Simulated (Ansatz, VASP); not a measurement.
**Rb: VASP beside Ansatz**

File INCAR:

```
PREC = Accurate
ENCUT = 520
EDIFF = 1E-7
ISMEAR = -1
SIGMA = 0.1
LREAL = False
LASPH = True
NELM = 100
ALGO = Normal
ISIF = 2
LWAVE = False
LCHARG = False
GGA = B5
ALDAX = 1.0
AGGAX = 1.0
AGGAC = 1.0
ALDAC = 0.0
NBANDS = 10
```

File KPOINTS:

```
Automatic mesh
0
Gamma
  13 13 13
```

POSCAR

```
Rb
1.0
   -2.7997542987      2.7997542987      2.7997542987
    2.7997542987     -2.7997542987      2.7997542987
    2.7997542987      2.7997542987     -2.7997542987
Rb
1
Direct
    0.0000000000      0.0000000000      0.0000000000
```

Input for Ansatz:

```yaml
crystal:
  lattice:
    - [-2.7997542987, 2.7997542987, 2.7997542987]
    - [2.7997542987, -2.7997542987, 2.7997542987]
    - [2.7997542987, 2.7997542987, -2.7997542987]
  atoms:
    - { symbol: Rb, position: [0.0, 0.0, 0.0] }
hamiltonian:
  xc: blyp
  pseudopotentials:
    kind: paw
    azcp:
      Rb: "pseudopotentials/Rb.paw.azcp"
basis:
  ecutwfc: 420
  fft_grid_basis: typed
kpoints:
  mp_grid: { grid: [13, 13, 13], shift: [0, 0, 0] }
magnetization:
  spin_polarized: false
scf:
  occupations: { method: fermi_dirac, width: 0.1 }
output:
  stress: true
```

Alike in both runs: task single point; functional BLYP; k mesh 13 × 13 × 13; occupations fermi-dirac, width 0.1 eV; no spin polarisation.

```csv
,VASP,Ansatz
version,VASP 6.6.1,Ansatz 0.2.0
potentials or method,"VASP PAW PBE potentials, release 64 (Rb_sv)","plane waves (420 eV) with PAW, scalar-relativistic"
plane-wave cutoff (eV),520,420
valence electrons in the cell,9,9
```

|  | VASP | Ansatz | Ansatz less VASP |
| --- | --- | --- | --- |
| pressure (GPa) | 0.2 | 0.2 | -0.01 |

With one functional, cell and mesh, what is left measures potentials, basis and numerics.

Caveats: the PAW data sets were made with another functional, which shifts forces and pressure a little (VASP).
